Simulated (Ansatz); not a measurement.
The system is InAs.

```xyz
2
Lattice="0.0000 2.8773 2.8773 2.8773 0.0000 2.8773 2.8773 2.8773 0.0000" Properties=species:S:1:pos:R:3 pbc="T T T"
In    2.8773    2.8773    2.8773
As    0.0000    0.0000    0.0000
```

Measurements of this composition are mostly on another form, of space group No. 216.

Program: Ansatz 0.2.0. Alike in all runs: task band structure; potentials or basis Ansatz PAW; no spin polarisation; cell as given; k mesh 8 × 8 × 8; smearing fermi-dirac 0.05 eV.

**Question.** Order these runs on this cell by their pressure, lowest first.
A. level revPBE; cutoff (eV) 420
B. level LDA; cutoff (eV) 420
C. level BLYP; cutoff (eV) 420
D. level r2SCAN; cutoff (eV) 500

**Answer.** B (-5.1 GPa), D (-2.4 GPa), A (1.2 GPa), C (4.5 GPa).

Caveats: the PAW data sets come from PBE, with cores solved anew for the run's functional, which leaves a small shift of forces and pressure.

Runs at the PBE level aren't shown here.
